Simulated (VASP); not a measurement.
Set up this calculation in VASP 6.6.1, as the native input.

* Task: relaxation of cell and atoms
* Functional: PBE
* Dispersion: D3(BJ)
* Potentials or basis: VASP PAW PBE potentials, release 64 (Ir)
* Cutoff: 600 eV
* k mesh: 16 × 16 × 16
* Occupations: methfessel-paxton, width 0.1 eV
* Spin: no spin polarisation
* Further INCAR settings: ALGO = Normal; EDIFF = 1e-06; IBRION = 2; EDIFFG = -0.01; NSW = 90; ISIF = 3

The structure of Ir lies in POSCAR:

```
Ir
1.0
    0.0000000000      1.9156000000      1.9156000000
    1.9156000000      0.0000000000      1.9156000000
    1.9156000000      1.9156000000      0.0000000000
Ir
1
Direct
    0.0000000000      0.0000000000      0.0000000000
```

The input as run:

INCAR

```
PREC = Accurate
ENCUT = 600
EDIFF = 1E-6
ISMEAR = 1
SIGMA = 0.1
LREAL = F
LASPH = T
NELM = 80
ALGO = Normal
ISIF = 3
LWAVE = F
LCHARG = F
GGA = PE
IVDW = 12
IBRION = 2
NSW = 90
EDIFFG = -0.01
```

KPOINTS

```
regular mesh
0
Gamma
  16 16 16
```

Potentials or basis: VASP PAW PBE potentials, release 64 (Ir).

Launch:

```sh
$ cat potpaw_PBE.64/Ir/POTCAR > POTCAR
$ mpirun -np 1 vasp_std > vasp.out
```

Results of the run:

```yaml
Relaxed_volume: 14.20 Å³/atom
Relaxed_cell: a = 2.718 Å, b = 2.718 Å, c = 2.718 Å, α = 60.00°, β = 60.00°, γ = 60.00°
Space_group_after_relaxing_to_0.05_Å: Fm-3m (No. 225)
Energy_gained_by_relaxing: 1.6 meV/atom
Ionic_steps: 3
Pressure_after_relaxing: 0.0 GPa
Band_gap_on_the_k_mesh: none (metal or under the smearing width)
Dispersion_energy_per_atom: -0.732 eV
```

Caveat: pairwise dispersion overbinds metals, which lowers pressure and volume.

Wall time 20 s on 1 thread of Intel(R) Xeon(R) Platinum 8488C (Sapphire Rapids), with other jobs on the host, peak memory 0.17 GiB.
